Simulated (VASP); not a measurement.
Input of a VASP 6.6.1 run:

The input INCAR:

```
SYSTEM = NaCl
PREC = Accurate
ENCUT = 520
EDIFF = 1E-7
ISMEAR = 0
SIGMA = 0.02
LREAL = .False.
LASPH = .True.
NELM = 100
ALGO = Fast
ISIF = 2
LWAVE = .False.
LCHARG = .True.
GGA = PE
LELF = .True.
LVHAR = .True.
NBANDS = 14
```

The input KPOINTS:

```
Automatic mesh
0
Gamma
  6 6 6
  0 0 0
```

POSCAR

```
NaCl
1.0
    3.6442038045      0.0350219000      0.0086854312
    0.0350219000      3.6442038045      0.0086854312
    0.0086854312      0.0086854312      3.6516634692
Na Cl
1 1
Direct
   -0.0038658810     -0.0038658810      0.0065945022
    0.5038658810      0.5038658810      0.4934054978
```

Potentials or basis: VASP PAW PBE potentials, release 64 (Na_pv, Cl).

Run with:

```console
$ cat potpaw_PBE.64/Na_pv/POTCAR potpaw_PBE.64/Cl/POTCAR > POTCAR
$ mpirun -np 1 vasp_std > vasp.out
```

Question: Estimate the largest force.

Answer: 0.005 eV/Å.

Question: Estimate the band gap on the k mesh.

Answer: 3.61 eV, indirect (least direct gap 3.98 eV).

Stress tensor (GPa, compression positive):
```
-2.28  0.11  0.02
 0.11 -2.28  0.02
 0.02  0.02 -2.40
```

A k mesh can miss the band edges.
